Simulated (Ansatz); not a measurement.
Runs of Ansatz 0.2.0 on Rh. It takes space group Fm-3m (No. 225, cubic). The conventional cell has a = 3.796 Å, b = 3.796 Å, c = 3.796 Å, α = 90.00°, β = 90.00°, γ = 90.00°. Around Rh (site symmetry m-3m) lie 12 Rh at 2.68 Å. 

| task | level | spin | cell | k mesh | cutoff (eV) | points for each segment of the path | gap on the mesh (eV) | pressure (GPa) | relaxed volume (Å³/atom) |
| --- | --- | --- | --- | --- | --- | --- | --- | --- | --- |
| relaxation of cell and atoms | RPBE+D4 | off | relaxed | 12 × 12 × 12 | 420 | - | - | 0.0 | 13.39 |
| relaxation of cell and atoms | PBEsol+D4 | off | relaxed | 12 × 12 × 12 | 420 | - | - | 0.0 | 13.26 |
| band structure | LDA | off | as given | 12 × 12 × 12 | 420 | 14 | none | (a) | - |
| relaxation of cell and atoms | RPBE+D3(BJ) | off | relaxed | 12 × 12 × 12 | 420 | - | - | 0.0 | (b) |
| band structure | r2SCAN | SOC, no magnetisation | as given | 9 × 9 × 9 | 500 | 14 | none | 1.3 | - |

Alike in all rows: potentials or basis Ansatz PAW; smearing fermi-dirac 0.05 eV.

Fill in the values left out.

(a) -9.9; (b) 12.40.

Caveats: the PAW data sets come from PBE, with cores solved anew for the run's functional, which leaves a small shift of forces and pressure; the plane-wave basis is chosen anew once the cell has moved, so the energies of steps on either side of that aren't comparable (some runs).

A k mesh can miss the band edges, and rows without SOC leave out spin-orbit coupling on Rh.

A gap of «none» marks a metal or a gap under the smearing width.

Runs at the PBE level aren't shown here.
